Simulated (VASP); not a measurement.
A run of VASP 6.6.1:

Contents of INCAR:

```
  ALGO = Normal
  EDIFF = 1E-7
  EDIFFG = -0.005
  ENCUT = 600
  GGA = PE
  IBRION = 2
  ISIF = 3
  ISMEAR = 0
  IVDW = 12
  KPAR = 4
  LASPH = T
  LCHARG = F
  LREAL = F
  LWAVE = F
  NELM = 80
  NSW = 90
  PREC = Accurate
  SIGMA = 0.03
```

KPOINTS

```
k-points
0
Gamma
  12 12 2
```

POSCAR

```
GaSe                                    
1.0
    3.7709758337      0.0000000000     -0.0000000000
   -1.8854879168      3.2657608690     -0.0000000000
    0.0000000000      0.0000000000     15.9712918297
  Ga              Se            
     4     4
Direct
     0.3333333332999970    0.6666666667000030    0.1734410702058591
     0.6666666667000030    0.3333333332999970    0.6734410702058590
     0.3333333332999970    0.6666666667000030    0.3265589297941410
     0.6666666667000030    0.3333333332999970    0.8265589297941410
     0.3333333332999970    0.6666666667000030    0.5995059460791368
     0.6666666667000030    0.3333333332999970    0.0995059460791369
     0.3333333332999970    0.6666666667000030    0.9004940539208632
     0.6666666667000030    0.3333333332999970    0.4004940539208631
```

Potentials or basis: VASP PAW PBE potentials, release 64 (Ga_d, Se).

Command:

```sh
$ cat potpaw_PBE.64/Ga_d/POTCAR potpaw_PBE.64/Se/POTCAR > POTCAR
$ mpirun -np 4 vasp_std > vasp.out
```

Hardware: 4 MPI ranks on Intel(R) Xeon(R) 6975P-C (Granite Rapids) (shared host).

Question: How long does it take, and how much memory?

Answer: It took 2.1 min on 4 MPI ranks on Intel(R) Xeon(R) 6975P-C (Granite Rapids) (shared host), peak memory 0.57 GiB a rank. Counts: scf iterations 22, k points 38, ion steps 2.
